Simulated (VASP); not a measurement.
Write the native input for VASP 6.6.1 that does the following.

```
Task                   : relaxation of cell and atoms
Functional             : PBE
Dispersion             : MBD
Potentials or basis    : VASP PAW PBE potentials, release 64 (Hg, Se)
Cutoff                 : 600 eV
k mesh                 : 8 × 8 × 8
Occupations            : fermi-dirac, width 0.05 eV
Spin                   : no spin polarisation
Further INCAR settings : ALGO = Normal; EDIFF = 1e-06; IBRION = 2; EDIFFG = -0.01; NSW = 60; ISIF = 3
```

The structure of HgSe lies in POSCAR:

```
HgSe
1.0
    0.0000000000      3.0390000000      3.0390000000
    3.0390000000      0.0000000000      3.0390000000
    3.0390000000      3.0390000000      0.0000000000
Hg Se
1 1
Direct
    0.0000000000      0.0000000000      0.0000000000
    0.7500000000      0.7500000000      0.7500000000
```

One way to write it, as run:

INCAR

```
PREC = Accurate ; ENCUT = 600
EDIFF = 1E-6 ; ISMEAR = -1
SIGMA = 0.05 ; LREAL = False
LASPH = True ; NELM = 60
ALGO = Normal ; ISIF = 3
LWAVE = False ; LCHARG = False
GGA = PE ; IVDW = 202
IBRION = 2 ; NSW = 60
EDIFFG = -0.01
```

KPOINTS

```
Automatic mesh
0
Gamma
  8 8 8
```

Potentials or basis: VASP PAW PBE potentials, release 64 (Hg, Se).

The run is started by

```sh
$ cat potpaw_PBE.64/Hg/POTCAR potpaw_PBE.64/Se/POTCAR > POTCAR
$ mpirun -np 1 vasp_std > vasp.out
```

Results of the run:

```
Relaxed volume                         : 30.02 Å³/atom
Relaxed cell                           : a = 4.395 Å, b = 4.395 Å, c = 4.395 Å, α = 60.00°, β = 60.00°, γ = 60.00°
Space group after relaxing (to 0.05 Å) : F-43m (No. 216)
Energy gained by relaxing              : 21.2 meV/atom
Ionic steps                            : 3
Pressure after relaxing                : 0.0 GPa
Band gap on the k mesh                 : none (metal or under the smearing width)
Hirshfeld charges                      : Hg +0.20; Se -0.20 e
Dispersion energy per atom             : -0.211 eV
```

It took 39 s on 1 thread of Intel(R) Xeon(R) 6975P-C (Granite Rapids), with other jobs on the host, peak memory 0.23 GiB.
